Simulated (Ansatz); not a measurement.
The system is GaAs.

```
As Ga
1.0
     0.00000    2.82685    2.82685
     2.82685    0.00000    2.82685
     2.82685    2.82685    0.00000
As Ga
1 1
Direct
  0.75000 0.75000 0.75000
  0.00000 0.00000 0.00000
```

- Program: Ansatz 0.2.0
- Task: relaxation of cell and atoms
- Functional: LDA
- Potentials or basis: Ansatz PAW
- Cutoff: 420 eV
- Density cutoff: 1680 eV
- k mesh: 8 × 8 × 8
- Occupations: fixed
- Spin: spin-orbit coupling, no magnetisation

At the start: volume 22.59 Å³/atom.

Q: Where does the relaxation end?

A: Over 4 steps the energy falls by 3.7 meV/atom and the volume is 21.97 Å³/atom (-2.7 %); space group F-43m (No. 216, to 0.05 Å).

Step by step:
```tsv
step	energy change (eV)	largest force (eV/Å)	volume (Å³)
1	0.0000	0.0000	45.18
2	-0.0074	0.0000	44.17
3	-0.0077	0.0000	43.95
4	-0.0075	0.0000	43.95
```

Final structure:
```cif
data_structure
_symmetry_space_group_name_H-M 'P 1'
_symmetry_Int_Tables_number 1
_cell_length_a 3.9611
_cell_length_b 3.9611
_cell_length_c 3.9611
_cell_angle_alpha 60.000
_cell_angle_beta 60.000
_cell_angle_gamma 60.000
_cell_volume 43.95
loop_
_atom_site_label
_atom_site_type_symbol
_atom_site_fract_x
_atom_site_fract_y
_atom_site_fract_z
_atom_site_occupancy
As1 As 0.75000 0.75000 0.75000 1
Ga1 Ga 0.00000 0.00000 0.00000 1
```
